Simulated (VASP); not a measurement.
# MgO (Fm-3m) in VASP: notebook

Runs on MgO. Level: PBE. Tasks: band structure.

Program: VASP 6.6.1. These are calculated values, not measurements. Logs are shortened: lines on timing, memory, paths and dates and some standing lists are left out, and cuts for length are marked.

**The experiment to reproduce.**

“Electronic structure of alkaline earth and post-transition metal oxides”, 2009, arxiv:0908.1581 quotes, for a bulk crystal of MgO: band gap 7.83 eV.

The results are compared with them further down.

## 1. The structure

Symmetry: Fm-3m, No. 225, cubic system. Conventional cell: a = 4.245 Å, b = 4.245 Å, c = 4.245 Å, α = 90.00°, β = 90.00°, γ = 90.00°. Mg (site symmetry m-3m) is surrounded by 6 O at 2.12 Å. Around O (site symmetry m-3m) lie 6 Mg at 2.12 Å.

## 2. Band structure, PBE

File INCAR:

```
PREC = Accurate
ENCUT = 520
EDIFF = 1E-7
ISMEAR = 0
SIGMA = 0.03
LREAL = F
LASPH = T
NELM = 80
ALGO = Normal
ISIF = 2
LWAVE = F
LCHARG = F
GGA = PE
NBANDS = 11
ICORELEVEL = 1
```

File KPOINTS:

```
regular mesh
0
Gamma
  12 12 12
```

File POSCAR:

```
MgO                                     
1.0
    0.0000000000      2.1224813280      2.1224813280
    2.1224813280      0.0000000000      2.1224813280
    2.1224813280      2.1224813280      0.0000000000
  Mg              O             
     1     1
Direct
     0.0000000000000000    0.0000000000000000    0.0000000000000000
     0.5000000000000000    0.5000000000000000    0.5000000000000000
```

File KPOINTS_OPT:

```
explicit points
159
Reciprocal
 0.0000000000  0.0000000000  0.0000000000 1
 0.0357142857  0.0000000000  0.0357142857 1
 0.0714285714  0.0000000000  0.0714285714 1
 0.1071428571  0.0000000000  0.1071428571 1
 0.1428571429  0.0000000000  0.1428571429 1
 0.1785714286  0.0000000000  0.1785714286 1
[... 151 lines left out ...]
 0.4250000000  0.0000000000  0.4250000000 1
 0.4500000000  0.0000000000  0.4500000000 1
```

Potentials or basis: VASP PAW PBE potentials, release 64 (Mg, O).

Started as:

```bash
$ cat potpaw_PBE.64/Mg/POTCAR potpaw_PBE.64/O/POTCAR > POTCAR
$ mpirun -np 1 vasp_std > vasp.out
```

OUTCAR:

```text
PREC = Accurate
   ENCUT = 520
   EDIFF = 1E-7
   ISMEAR = 0
   LREAL = F
   LASPH = T
   NELM = 80
   ISIF = 2
   GGA = PE

 ion  position               nearest neighbor table
   1  0.000  0.000  0.000-   2 2.12   2 2.12   2 2.12   2 2.12   2 2.12   2 2.12
   2  0.500  0.500  0.500-   1 2.12   1 2.12   1 2.12   1 2.12   1 2.12   1 2.12

  LATTYP: Found a face centered cubic cell.
 ALAT       =     4.2449626560

  Lattice vectors:

 A1 = (   0.0000000000,   2.1224813280,   2.1224813280)
 A2 = (   2.1224813280,   0.0000000000,   2.1224813280)
 A3 = (   2.1224813280,   2.1224813280,   0.0000000000)

Analysis of symmetry for initial positions (statically):
=====================================================================
 Subroutine PRICEL returns:
 Original cell was already a primitive cell.

 Routine SETGRP: Setting up the symmetry group for a
 face centered cubic supercell.

 Subroutine GETGRP returns: Found 48 space group operations
 (whereof 48 operations were pure point group operations)
 out of a pool of 48 trial point group operations.

The static configuration has the point symmetry O_h .

Analysis of symmetry for dynamics (positions and initial velocities):
=====================================================================
 Subroutine PRICEL returns:
 Original cell was already a primitive cell.

 Routine SETGRP: Setting up the symmetry group for a
 face centered cubic supercell.

 Subroutine GETGRP returns: Found 48 space group operations
 (whereof 48 operations were pure point group operations)
 out of a pool of 48 trial point group operations.

The dynamic configuration has the point symmetry O_h .

 Subroutine INISYM returns: Found 48 space group operations
 (whereof 48 operations are pure point group operations),
 and found     1 'primitive' translations

----------------------------------------------------------------------------------------

                                     Primitive cell

  volume of cell :      19.1232

  direct lattice vectors                    reciprocal lattice vectors
     0.000000000  2.122481328  2.122481328    -0.235573333  0.235573333  0.235573333
     2.122481328  0.000000000  2.122481328     0.235573333 -0.235573333  0.235573333
     2.122481328  2.122481328  0.000000000     0.235573333  0.235573333 -0.235573333

  length of vectors
     3.001641880  3.001641880  3.001641880     0.408024981  0.408024981  0.408024981

  position of ions in fractional coordinates (direct lattice)
     0.000000000  0.000000000  0.000000000
[... 86 lines left out ...]
   POTIM  = 0.5000    time-step for ionic-motion
   TEBEG  =    0.0;   TEEND  =   0.0 temperature during run
   PSTRESS=    0.0 pullay stress
   NELECT =       8.0000    total number of electrons
   NUPDOWN=      -1.0000    fix difference up-down
   EMIN   =  10.00;   EMAX   =-10.00  energy-range for DOS
   EFERMI =   0.00;   METHOD = LEGACY
   ISMEAR =     0;   SIGMA  =   0.03  broadening in eV -4-tet -1-fermi 0-gaus
   EFERMI_NEDOS =   21; number of points for ismear=-14 and -15
   IALGO  =     38    algorithm
   IMIX   =      4    mixing-type and parameters
     AMIX     =   0.40;   BMIX     =  1.00
     AMIX_MAG =   1.60;   BMIX_MAG =  1.00
  volume/ion in A,a.u.               =       9.56        64.53
  Fermi-wavevector in a.u.,A,eV,Ry     =   1.224384  2.313750 20.396711  1.499116
  Thomas-Fermi vector in A             =   2.359460
   LORBIT       =      0    0 simple, 1 ext, 2 COOP (PROOUT), +10 PAW based schemes
   GGA     = PE    functional components
   LHFCALC =     F    Hartree Fock is set to
   AEXX    =    0.0000 exact exchange contribution
   IVDW    =     0    specifies the selected vdW correction
   LEPSILON=     F    determine dielectric tensor
   LRPA    =     F    only Hartree local field effects (RPA)
 non-spin polarized calculation
 Gauss-broadening in eV      SIGMA  =   0.03
  energy-cutoff  :      520.00
  volume of cell :       19.12
 maximum number of plane-waves:       532
 NGX is ok and might be reduce to    24
   NGX = 11   NGY = 11   NGZ = 11

 number of electron       8.0000004 magnetization

 Free energy of the ion-electron system (eV)
  ---------------------------------------------------
  ext. energy  EPLUGINS =         0.00000000
  ---------------------------------------------------
  free energy    TOTEN  =       -11.91172090 eV

  energy without entropy =      -11.91172090  energy(sigma->0) =      -11.91172090

 the core state eigenenergies are
   1-  1s  -1249.0297  2s    -69.4247  2p    -36.1793
   2-  1s   -500.1568

 E-fermi :   3.1438     XC(G=0): -10.9686

 val. band max:        3.0138479707   @ k =   0.0000   0.0000   0.0000
 cond. band min:       7.5165388202   @ k =   0.0000   0.0000   0.0000
 fundamental gap:      4.5026908495
 Fermi energy:         3.1438375337

 k-point     1 :       0.0000    0.0000    0.0000
  band No.  band energies     occupation
      1     -14.1316      2.00000
      2       3.0138      2.00000
      3       3.0138      2.00000
      4       3.0138      2.00000
      5       7.5165      0.00000
      6      18.6812      0.00000
      7      18.6812      0.00000
      8      18.6812      0.00000
      9      22.5369      0.00000
     10      24.2842      0.00000
     11      24.2842      0.00000
[... 267 lines left out ...]
 k-point    21 :       0.3333    0.1667    0.0000
  band No.  band energies     occupation
      1     -13.2937      2.00000
      2      -0.0138      2.00000
      3       2.1753      2.00000
      4       2.3184      2.00000
      5      11.0896      0.00000
      6      14.4421      0.00000
      7      18.0586      0.00000

------------------------ aborting loop because EDIFF is reached ----------------------------------------

  FORCE on cell =-STRESS in cart. coord.  units (eV):
  Direction    XX          YY          ZZ          XY          YZ          ZX
  --------------------------------------------------------------------------------------
  -------------------------------------------------------------------------------------
  Total        0.0252120      0.0252120      0.0252120     -0.0000000      0.0000000      0.0000000
  in kB        2.1123038      2.1123038      2.1123038     -0.0000000      0.0000000      0.0000000
  external PRESSURE =       2.1123038 kB  Pullay stress =       0.0000000 kB

 VOLUME and BASIS-vectors are now :
 -----------------------------------------------------------------------------
  energy-cutoff  :      520.00
  volume of cell :       19.12
      direct lattice vectors                 reciprocal lattice vectors
     0.000000000  2.122481328  2.122481328    -0.235573333  0.235573333  0.235573333
     2.122481328  0.000000000  2.122481328     0.235573333 -0.235573333  0.235573333
     2.122481328  2.122481328  0.000000000     0.235573333  0.235573333 -0.235573333

 POSITION                                       TOTAL-FORCE (eV/Angst)
 -----------------------------------------------------------------------------------
      0.00000      0.00000      0.00000         0.000000      0.000000     -0.000000
      2.12248      2.12248      2.12248        -0.000000     -0.000000      0.000000
 -----------------------------------------------------------------------------------
    total drift:                               -0.000000     -0.000000      0.000000

  FREE ENERGIE OF THE ION-ELECTRON SYSTEM (eV)
  ---------------------------------------------------
  free  energy   TOTEN  =       -11.9117208957 eV

  energy  without entropy=      -11.9117208957  energy(sigma->0) =      -11.91172090
```

stdout:

```text
POSCAR found type information on POSCAR MgO
 POSCAR found :  2 types and       2 ions
 scaLAPACK will be used
 LDA part: xc-table for (Slater+PW92), standard interpolation
 POSCAR, INCAR and KPOINTS ok, starting setup
 FFT: planning ... GRIDC
 FFT: planning ... GRID_SOFT
 FFT: planning ... GRID
 WAVECAR not read
 entering main loop
 Start KPOINTS_OPT (optional k-point list driver)
k-point batch [1-72\159]
k-point batch [73-144\159]
k-point batch [145-159\159]
```

Run time: 11 s. Hardware: 1 thread of Intel Xeon 6975P-C (Granite Rapids), shared host; peak memory 0.15 GiB.

What came out:

| Item | Value |
| --- | --- |
| Free energy | -11.9117 eV |
| Pressure | 0.2 GPa |
| Band gap on the k mesh | 4.50 eV, direct |
| Band gap along the path | 4.50 eV, direct |

Levels at the corners of the path, in eV from the valence-band top:
```csv
point,band 1,band 2,band 3,band 4,band 5,band 6,band 7,band 8,band 9
Γ,-17.15,0.00,0.00,0.00,4.50,15.67,15.67,15.67,19.52
X,-15.67,-3.99,-1.32,-1.32,9.09,9.72,12.85,18.62,18.62
X,-15.67,-3.99,-1.32,-1.32,9.09,9.72,12.85,18.62,18.62
W,-15.62,-2.88,-2.88,-1.73,11.49,11.49,11.88,15.20,21.63
W,-15.62,-2.88,-2.88,-1.73,11.49,11.49,11.88,15.20,21.63
K,-15.65,-3.41,-2.65,-1.11,9.97,11.51,12.32,17.80,17.97
K,-15.65,-3.41,-2.65,-1.11,9.97,11.51,12.32,17.80,17.97
Γ,-17.15,0.00,0.00,0.00,4.50,15.67,15.67,15.67,19.52
Γ,-17.15,0.00,0.00,0.00,4.50,15.67,15.67,15.67,19.52
L,-15.92,-4.52,-0.63,-0.63,7.75,12.34,16.07,16.07,20.54
L,-15.92,-4.52,-0.63,-0.63,7.75,12.34,16.07,16.07,20.54
U,-15.65,-3.41,-2.65,-1.11,9.97,11.51,12.32,17.80,17.97
U,-15.65,-3.41,-2.65,-1.11,9.97,11.51,12.32,17.80,17.97
W,-15.62,-2.88,-2.88,-1.73,11.49,11.49,11.88,15.20,21.63
W,-15.62,-2.88,-2.88,-1.73,11.49,11.49,11.88,15.20,21.63
L,-15.92,-4.52,-0.63,-0.63,7.75,12.34,16.07,16.07,20.54
L,-15.92,-4.52,-0.63,-0.63,7.75,12.34,16.07,16.07,20.54
K,-15.65,-3.41,-2.65,-1.11,9.97,11.51,12.32,17.80,17.97
U,-15.65,-3.41,-2.65,-1.11,9.97,11.51,12.32,17.80,17.97
X,-15.67,-3.99,-1.32,-1.32,9.09,9.72,12.85,18.62,18.62
```

Core levels (eV, on the scale of the bands):
```csv
atom,levels
1 Mg,"1s -1249.0, 2s -69.4, 2p -36.2"
2 O,1s -500.2
```

## 3. Band structure, PBE

File INCAR:

```
PREC = Accurate ; ENCUT = 520
EDIFF = 1E-7 ; ISMEAR = 0
SIGMA = 0.03 ; LREAL = F
LASPH = T ; NELM = 80
ALGO = Fast ; ISIF = 2
LWAVE = F ; LCHARG = F
GGA = PE ; NBANDS = 11
ICORELEVEL = 1
```

File KPOINTS:

```
Automatic mesh
0
Gamma
  12 12 12
```

POSCAR is that of step 2.

File KPOINTS_OPT:

```
explicit points
109
Reciprocal
 0.0000000000  0.0000000000  0.0000000000 1
 0.0555555556  0.0000000000  0.0555555556 1
 0.1111111111  0.0000000000  0.1111111111 1
 0.1666666667  0.0000000000  0.1666666667 1
 0.2222222222  0.0000000000  0.2222222222 1
 0.2777777778  0.0000000000  0.2777777778 1
 0.3333333333  0.0000000000  0.3333333333 1
 0.3888888889  0.0000000000  0.3888888889 1
 0.4444444444  0.0000000000  0.4444444444 1
 0.5000000000  0.0000000000  0.5000000000 1
 0.5000000000  0.0000000000  0.5000000000 1
 0.5000000000  0.0277777778  0.5277777778 1
 0.5000000000  0.0555555556  0.5555555556 1
 0.5000000000  0.0833333333  0.5833333333 1
 0.5000000000  0.1111111111  0.6111111111 1
 0.5000000000  0.1388888889  0.6388888889 1
 0.5000000000  0.1666666667  0.6666666667 1
 0.5000000000  0.1944444444  0.6944444444 1
 0.5000000000  0.2222222222  0.7222222222 1
 0.5000000000  0.2500000000  0.7500000000 1
 0.5000000000  0.2500000000  0.7500000000 1
 0.4861111111  0.2638888889  0.7500000000 1
 0.4722222222  0.2777777778  0.7500000000 1
 0.4583333333  0.2916666667  0.7500000000 1
 0.4444444444  0.3055555556  0.7500000000 1
 0.4305555556  0.3194444444  0.7500000000 1
 0.4166666667  0.3333333333  0.7500000000 1
 0.4027777778  0.3472222222  0.7500000000 1
 0.3888888889  0.3611111111  0.7500000000 1
 0.3750000000  0.3750000000  0.7500000000 1
 0.3750000000  0.3750000000  0.7500000000 1
 0.3333333333  0.3333333333  0.6666666667 1
 0.2916666667  0.2916666667  0.5833333333 1
 0.2500000000  0.2500000000  0.5000000000 1
 0.2083333333  0.2083333333  0.4166666667 1
 0.1666666667  0.1666666667  0.3333333333 1
 0.1250000000  0.1250000000  0.2500000000 1
 0.0833333333  0.0833333333  0.1666666667 1
 0.0416666667  0.0416666667  0.0833333333 1
 0.0000000000  0.0000000000  0.0000000000 1
 0.0000000000  0.0000000000  0.0000000000 1
 0.0555555556  0.0555555556  0.0555555556 1
 0.1111111111  0.1111111111  0.1111111111 1
 0.1666666667  0.1666666667  0.1666666667 1
 0.2222222222  0.2222222222  0.2222222222 1
 0.2777777778  0.2777777778  0.2777777778 1
 0.3333333333  0.3333333333  0.3333333333 1
 0.3888888889  0.3888888889  0.3888888889 1
 0.4444444444  0.4444444444  0.4444444444 1
 0.5000000000  0.5000000000  0.5000000000 1
 0.5000000000  0.5000000000  0.5000000000 1
 0.5138888889  0.4722222222  0.5138888889 1
 0.5277777778  0.4444444444  0.5277777778 1
 0.5416666667  0.4166666667  0.5416666667 1
 0.5555555556  0.3888888889  0.5555555556 1
 0.5694444444  0.3611111111  0.5694444444 1
 0.5833333333  0.3333333333  0.5833333333 1
 0.5972222222  0.3055555556  0.5972222222 1
 0.6111111111  0.2777777778  0.6111111111 1
 0.6250000000  0.2500000000  0.6250000000 1
 0.6250000000  0.2500000000  0.6250000000 1
 0.6111111111  0.2500000000  0.6388888889 1
 0.5972222222  0.2500000000  0.6527777778 1
 0.5833333333  0.2500000000  0.6666666667 1
 0.5694444444  0.2500000000  0.6805555556 1
 0.5555555556  0.2500000000  0.6944444444 1
 0.5416666667  0.2500000000  0.7083333333 1
 0.5277777778  0.2500000000  0.7222222222 1
 0.5138888889  0.2500000000  0.7361111111 1
 0.5000000000  0.2500000000  0.7500000000 1
 0.5000000000  0.2500000000  0.7500000000 1
 0.5000000000  0.2777777778  0.7222222222 1
 0.5000000000  0.3055555556  0.6944444444 1
 0.5000000000  0.3333333333  0.6666666667 1
 0.5000000000  0.3611111111  0.6388888889 1
 0.5000000000  0.3888888889  0.6111111111 1
 0.5000000000  0.4166666667  0.5833333333 1
 0.5000000000  0.4444444444  0.5555555556 1
 0.5000000000  0.4722222222  0.5277777778 1
 0.5000000000  0.5000000000  0.5000000000 1
 0.5000000000  0.5000000000  0.5000000000 1
 0.4861111111  0.4861111111  0.5277777778 1
 0.4722222222  0.4722222222  0.5555555556 1
 0.4583333333  0.4583333333  0.5833333333 1
 0.4444444444  0.4444444444  0.6111111111 1
 0.4305555556  0.4305555556  0.6388888889 1
 0.4166666667  0.4166666667  0.6666666667 1
 0.4027777778  0.4027777778  0.6944444444 1
 0.3888888889  0.3888888889  0.7222222222 1
 0.3750000000  0.3750000000  0.7500000000 1
 0.6250000000  0.2500000000  0.6250000000 1
 0.6111111111  0.2222222222  0.6111111111 1
 0.5972222222  0.1944444444  0.5972222222 1
 0.5833333333  0.1666666667  0.5833333333 1
 0.5694444444  0.1388888889  0.5694444444 1
 0.5555555556  0.1111111111  0.5555555556 1
 0.5416666667  0.0833333333  0.5416666667 1
 0.5277777778  0.0555555556  0.5277777778 1
 0.5138888889  0.0277777778  0.5138888889 1
 0.5000000000  0.0000000000  0.5000000000 1
 0.0000000000  0.0000000000  0.0000000000 1
 0.3750000000  0.3750000000  0.7500000000 1
 0.5000000000  0.5000000000  0.5000000000 1
 0.6250000000  0.2500000000  0.6250000000 1
 0.5000000000  0.2500000000  0.7500000000 1
 0.5000000000  0.0000000000  0.5000000000 1
 0.4000000000  0.0000000000  0.4000000000 1
 0.4250000000  0.0000000000  0.4250000000 1
 0.4500000000  0.0000000000  0.4500000000 1
```

Potentials or basis: VASP PAW PBE potentials, release 64 (Mg, O).

Started as:

```bash
$ cat potpaw_PBE.64/Mg/POTCAR potpaw_PBE.64/O/POTCAR > POTCAR
$ mpirun -np 1 vasp_std > vasp.out
```

Run time: 9.2 s. Hardware: 1 thread of Intel Xeon 6975P-C (Granite Rapids), shared host; peak memory 0.15 GiB.

It converged, with:

| Item | Value |
| --- | --- |
| Free energy | -11.9117 eV |
| Pressure | 0.2 GPa |
| Band gap on the k mesh | 4.50 eV, direct |
| Band gap along the path | 4.50 eV, direct |

Levels at the corners of the path, in eV from the valence-band top:
| point | band 1 | band 2 | band 3 | band 4 | band 5 | band 6 | band 7 | band 8 | band 9 |
| --- | --- | --- | --- | --- | --- | --- | --- | --- | --- |
| Γ | -17.15 | 0.00 | 0.00 | 0.00 | 4.50 | 15.67 | 15.67 | 15.67 | 19.52 |
| X | -15.67 | -3.99 | -1.32 | -1.32 | 9.09 | 9.72 | 12.85 | 18.62 | 18.62 |
| X | -15.67 | -3.99 | -1.32 | -1.32 | 9.09 | 9.72 | 12.85 | 18.62 | 18.62 |
| W | -15.62 | -2.88 | -2.88 | -1.73 | 11.49 | 11.49 | 11.88 | 15.20 | 21.63 |
| W | -15.62 | -2.88 | -2.88 | -1.73 | 11.49 | 11.49 | 11.88 | 15.20 | 21.63 |
| K | -15.65 | -3.41 | -2.65 | -1.11 | 9.97 | 11.51 | 12.32 | 17.80 | 17.97 |
| K | -15.65 | -3.41 | -2.65 | -1.11 | 9.97 | 11.51 | 12.32 | 17.80 | 17.97 |
| Γ | -17.15 | 0.00 | 0.00 | 0.00 | 4.50 | 15.67 | 15.67 | 15.67 | 19.52 |
| Γ | -17.15 | 0.00 | 0.00 | 0.00 | 4.50 | 15.67 | 15.67 | 15.67 | 19.52 |
| L | -15.92 | -4.52 | -0.63 | -0.63 | 7.75 | 12.34 | 16.07 | 16.07 | 20.54 |
| L | -15.92 | -4.52 | -0.63 | -0.63 | 7.75 | 12.34 | 16.07 | 16.07 | 20.54 |
| U | -15.65 | -3.41 | -2.65 | -1.11 | 9.97 | 11.51 | 12.32 | 17.80 | 17.97 |
| U | -15.65 | -3.41 | -2.65 | -1.11 | 9.97 | 11.51 | 12.32 | 17.80 | 17.97 |
| W | -15.62 | -2.88 | -2.88 | -1.73 | 11.49 | 11.49 | 11.88 | 15.20 | 21.63 |
| W | -15.62 | -2.88 | -2.88 | -1.73 | 11.49 | 11.49 | 11.88 | 15.20 | 21.63 |
| L | -15.92 | -4.52 | -0.63 | -0.63 | 7.75 | 12.34 | 16.07 | 16.07 | 20.54 |
| L | -15.92 | -4.52 | -0.63 | -0.63 | 7.75 | 12.34 | 16.07 | 16.07 | 20.54 |
| K | -15.65 | -3.41 | -2.65 | -1.11 | 9.97 | 11.51 | 12.32 | 17.80 | 17.97 |
| U | -15.65 | -3.41 | -2.65 | -1.11 | 9.97 | 11.51 | 12.32 | 17.80 | 17.97 |
| X | -15.67 | -3.99 | -1.32 | -1.32 | 9.09 | 9.72 | 12.85 | 18.62 | 18.62 |

Core levels (eV, on the scale of the bands):
| atom | levels |
| --- | --- |
| 1 Mg | 1s -1249.0, 2s -69.4, 2p -36.2 |
| 2 O | 1s -500.2 |

## 4. How close it comes

Step 2. A measured gap of MgO is 7.83 eV (quoted in “Electronic structure of alkaline earth and post-transition metal oxides”, 2009, arxiv:0908.1581); the calculated 4.50 eV misses it by -3.33 eV. The value is that of PBE, without temperature or zero-point motion. Semilocal functionals fall short of measured gaps as a rule.

Step 3. A measured gap of MgO is 7.83 eV (quoted in “Electronic structure of alkaline earth and post-transition metal oxides”, 2009, arxiv:0908.1581); the calculated 4.50 eV misses it by -3.33 eV. The value is that of PBE, without temperature or zero-point motion. Semilocal functionals fall short of measured gaps as a rule.
